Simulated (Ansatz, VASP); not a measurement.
## Two plane-wave programs on C

The input INCAR:

```
SYSTEM = C
  PREC = Accurate
  ENCUT = 520
  EDIFF = 1E-6
  ISMEAR = 0
  SIGMA = 0.01
  LREAL = .False.
  LASPH = .True.
  NELM = 80
  ALGO = Normal
  ISIF = 2
  LWAVE = .False.
  LCHARG = .False.
  GGA = PE
  NBANDS = 11
```

KPOINTS

```
Automatic mesh
0
Gamma
  4 4 4
  0 0 0
```

Contents of POSCAR:

```
C
1.0
    0.0000000000      1.7833700000      1.7833700000
    1.7833700000      0.0000000000      1.7833700000
    1.7833700000      1.7833700000      0.0000000000
C
2
Direct
    0.0000000000      0.0000000000      0.0000000000
    0.2500000000      0.2500000000      0.2500000000
```

Input for Ansatz:

```yaml
crystal:
  lattice:
    - [0.0, 1.78337, 1.78337]
    - [1.78337, 0.0, 1.78337]
    - [1.78337, 1.78337, 0.0]
  atoms:
    - { symbol: C, position: [0.0, 0.0, 0.0] }
    - { symbol: C, position: [0.25, 0.25, 0.25] }
basis:
  ecutwfc: 489.804952427784
kpoints:
  mp_grid:
    grid: [4, 4, 4]
hamiltonian:
  xc: pbe
scf:
  occupations:
    method: fixed
output:
  forces: true
  stress: true
```

This isn't the form of C at room conditions, which is graphite.

Alike in both runs: task single point; functional PBE; k mesh 4 × 4 × 4; no spin polarisation.

|  | VASP | Ansatz |
| --- | --- | --- |
| version | VASP 6.6.1 | Ansatz 0.2.0 |
| potentials or method | VASP PAW PBE potentials, release 64 (C) | plane waves, PAW |
| plane-wave cutoff (eV) | 520 | 490 |
| occupations | gaussian, width 0.01 eV | fixed |
| valence electrons in the cell | 8 | 8 |

Ansatz gave:

* pressure (GPa): 2.9

Estimate VASP's values.

pressure (GPa): 3.6.

Caveats: the k mesh is coarse (spacing up to 0.76 Å⁻¹), so the values aren't converged.
